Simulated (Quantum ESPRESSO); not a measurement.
**FeO2: single point with PBEsol**

The system is FeO2.

```
Fe O
1.0
     1.49585    0.86363    4.92114
    -1.49585    0.86363    4.92114
     0.00000   -1.72726    4.92114
Fe O
1 2
Direct
  0.50000 0.50000 0.50000
  0.23208 0.23208 0.23208
  0.76792 0.76792 0.76792
```

The cell comes from a database or a generator and needn't be the stable form of this composition.

| Property | Result |
| --- | --- |
| Program | Quantum ESPRESSO 7.5 |
| Task | single point |
| Functional | PBEsol |
| Potentials or basis | GBRV 1.5 PBEsol |
| Cutoff | 762 eV |
| Density cutoff | 6095 eV |
| k mesh | 10 × 10 × 10 |
| Occupations | fermi-dirac, width 0.05 eV |
| Spin | collinear spin, ferromagnetic start |
| Starting moments | [3.0, 0.0, 0.0] μB |

```
Pressure                                              : -24.2 GPa
Largest force                                         : 1.624 eV/Å
Band gap on the k mesh                                : none (metal or under the smearing width)
Net moment                                            : 2.00 μB per cell
Absolute moment                                       : 2.11 μB per cell
Site moments                                          : Fe +1.81; O +0.01 μB
Valence electrons inside the program's atomic spheres : Fe 13.04; O 5.28
```

Forces in eV/Å, atoms in the order of the input:
```
Fe   0.000  0.000  0.000
O    0.000  0.000 -1.624
O    0.000  0.000  1.624
```

Stress tensor (GPa, compression positive):
```
-29.70   0.00   0.00
  0.00 -29.70   0.00
  0.00   0.00 -13.27
```

Levels at points of the mesh, in eV from the Fermi level:
Spin up:
```csv
k point,band 13,band 14,band 15,band 16,band 17,band 18
"(0.00, 0.00, 0.00)",-1.74,-1.48,-0.93,1.51,1.51,5.72
"(0.00, 0.00, -0.50)",-2.34,-2.19,-1.63,0.69,1.40,10.89
"(0.00, -0.50, -0.50)",-2.21,-2.16,-1.70,0.86,1.45,10.03
"(-0.50, -0.50, -0.50)",-1.77,-1.77,-0.80,1.53,1.53,7.52
```
Spin down:
| k point | band 9 | band 10 | band 11 | band 12 | band 13 | band 14 | band 15 | band 16 | band 17 | band 18 |
| --- | --- | --- | --- | --- | --- | --- | --- | --- | --- | --- |
| (0.00, 0.00, 0.00) | -4.97 | -1.75 | -1.75 | -1.40 | -0.49 | -0.49 | 0.86 | 2.58 | 2.58 | 5.95 |
| (0.00, 0.00, -0.50) | -4.25 | -3.38 | -3.11 | -2.25 | -0.13 | -0.05 | 0.26 | 1.89 | 2.46 | 11.03 |
| (0.00, -0.50, -0.50) | -4.22 | -3.16 | -3.07 | -2.08 | -0.20 | -0.05 | 0.25 | 1.99 | 2.50 | 10.23 |
| (-0.50, -0.50, -0.50) | -4.66 | -2.27 | -1.78 | -1.78 | -0.49 | -0.49 | 0.89 | 2.59 | 2.59 | 7.85 |

Wall time 4 min on 2 MPI ranks on Arm Neoverse V2, with other jobs on the host, peak memory 0.52 GiB a rank.

Caveat: so large a pressure means that the cell lies far from this level's equilibrium, or that cutoff or potentials fall short; a cell with one magnetic atom can't hold antiferromagnetic order, which such compounds often take; semilocal functionals often make such compounds metallic where correlation or magnetic order opens a gap, which also shifts bond lengths; forces of over 1 eV/Å show positions far from the minimum, so gaps and moduli don't describe the material at rest. With open d or f shells a metallic result of PBEsol can be an artefact of self-interaction; +U or a hybrid may open a gap.
